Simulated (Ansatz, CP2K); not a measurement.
Tl: 3 runs at one level of theory

```
CELL_PARAMETERS angstrom
3.45600 0.00000 0.00000
-1.72800 2.99298 0.00000
0.00000 0.00000 5.52500
ATOMIC_POSITIONS crystal
Tl 0.66750 0.31964 0.74125
Tl 0.32903 0.66275 0.24287
```

Atoms were shifted at random by some hundredths of an Å from the given cell, which wasn't relaxed again for these runs.

Alike in all runs: task single point; functional PBEsol; k mesh 9 × 9 × 5; occupations fermi-dirac, width 0.05 eV; no spin polarisation; no spin-orbit coupling. Pressure is positive in compression and, in plane waves, holds the error of the finite cutoff, which Ansatz's Pulay term estimates and takes out.

```json
{"program and potentials": "Ansatz, Ansatz PAW", "plane-wave cutoff (eV)": "420", "notes": "potentials made for PBE, which Ansatz adapts in part; Pulay term of +0.04 GPa included", "pressure (GPa)": "0.23", "energy over the undisturbed cell (meV/atom)": "0.12"}
{"program and potentials": "Ansatz, all-electron LAPW, scalar-relativistic", "plane-wave cutoff (eV)": "-", "notes": "-", "pressure (GPa)": "0.24", "energy over the undisturbed cell (meV/atom)": "-"}
{"program and potentials": "CP2K, POTENTIAL_UZH Tl GTH-PBE-q13; TZVP-MOLOPT-PBE-GTH basis", "plane-wave cutoff (eV)": "-", "notes": "atomic basis; potentials made for PBE", "pressure (GPa)": "0.48", "energy over the undisturbed cell (meV/atom)": "0.12"}
```

Force on atom 1 (Tl), eV/Å:

```
                                       program and potentials       x      y      z
                                           Ansatz, Ansatz PAW  -0.006  0.006  0.025
               Ansatz, all-electron LAPW, scalar-relativistic  -0.006  0.006  0.025
CP2K, POTENTIAL_UZH Tl GTH-PBE-q13; TZVP-MOLOPT-PBE-GTH basis  -0.006  0.006  0.027
```

The pressure spans 0.23 (Ansatz, Ansatz PAW) to 0.48 GPa (CP2K, POTENTIAL_UZH Tl GTH-PBE-q13; TZVP-MOLOPT-PBE-GTH basis), with all-electron results at 0.24. Rows in atomic bases carry the error of their basis and grid, which can be large.

The functional is the same throughout but for its coding, so the spread measures potentials, basis and numerics; runs on potential files found faulty are left out.
